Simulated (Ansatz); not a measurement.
Te under changes of volume

One of the cells (33.925 Å³/atom); the others are scaled copies at fixed shape and fractional positions:

```xyz
3
Lattice="4.4540 0.0000 0.0000 -2.2270 3.8573 0.0000 0.0000 0.0000 5.9240" Properties=species:S:1:pos:R:3 pbc="T T T"
Te    1.6279    2.8197    0.0000
Te   -0.5991    1.0376    3.9493
Te    1.1981    0.0000    1.9747
```

| Item | Value |
| --- | --- |
| Program | Ansatz 0.2.0 |
| Functional | PBE |
| Potentials or basis | Ansatz PAW |
| Cutoff | 420 eV (not typed: the program's choice for these potentials) |
| k mesh | 7 × 7 × 5 |
| Occupations | fermi-dirac, width 0.05 eV |
| Spin | no spin polarisation |

| volume (Å³/atom) | energy over the lowest point (meV/atom) | pressure (GPa) | gap on the mesh (eV) | largest force (eV/Å) |
| --- | --- | --- | --- | --- |
| 31.890 | 44.46 | 5.1 | 0.61 | 0.502 |
| 32.568 | 25.79 | 3.7 | 0.62 | 0.375 |
| 33.247 | ? | ? | ? | ? |
| 33.925 | 4.16 | 1.4 | 0.63 | 0.148 |
| 34.604 | 0.13 | 0.5 | 0.64 | 0.046 |
| 35.282 | 0.00 | -0.4 | 0.64 | 0.049 |
| 35.961 | 3.37 | -1.2 | 0.64 | 0.138 |

Question: What does the run at 33.247 Å³/atom give?

Answer: Energy over the lowest point 12.54 meV/atom; pressure 2.5 GPa; gap on the mesh 0.63 eV; largest force 0.258 eV/Å.

Worked out: A Birch-Murnaghan fit of order 3 (a polynomial in V^(-2/3)) to the other rows has its minimum at 34.96 Å³/atom with B0 = V·E''(V) = 45 GPa and B' = 4.7 at fixed shape and positions, which overstates the stiffness. It gives 12.54 meV/atom at 33.247 Å³/atom, against the run's 12.54, and -dE/dV = 2.5 GPa, against 2.5. A straight line through the other rows of the gap, of slope 0.261 eV per unit of ln V, gives 0.62 eV, against the run's 0.63.

Energies are extrapolated to zero smearing.

Caveats: odd divisions of the mesh miss points on the zone boundary, where band edges often lie, so the gap on the mesh can be too wide; spin-orbit coupling is left out, which moves the levels of the heavy elements.

A mesh can miss the band edges.
